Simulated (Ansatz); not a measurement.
Wurtzite BeO was calculated with G0W0@PBE in Ansatz (hard PAW, contour deformation, complete-basis limit).

Numerical settings: largest k mesh 15×15×8 (not extrapolated in the mesh).

Cell (measured lattice):

```xyz
4
Lattice="-1.3490 -2.3365 0.0000 -1.3490 2.3365 0.0000 0.0000 0.0000 4.3800" Properties=species:S:1:pos:R:3 pbc="T T T"
Be    -1.3490    -0.7788     2.1900
Be    -1.3490     0.7788     0.0000
O     -1.3490    -0.7788     3.8456
O     -1.3490     0.7788     1.6556
```

Problem. Predict the band gap.

Solution. 
band gap: 10.67 eV (direct)

Measured, for comparison: band gap 11.29 eV (zero-point renormalisation of 699 meV (computed, non-adiabatic AHC, without the lattice-expansion part) added back here; inputs from Miglio et al. (2020), arXiv:2011.12765). Computed (rounded) less measured: band gap -0.62 eV.

Note: cell and atoms aren't relaxed at this level; the gap holds a correction of +0.56 eV to the complete basis.

Ansatz is a quantum-chemistry and plane-wave program.
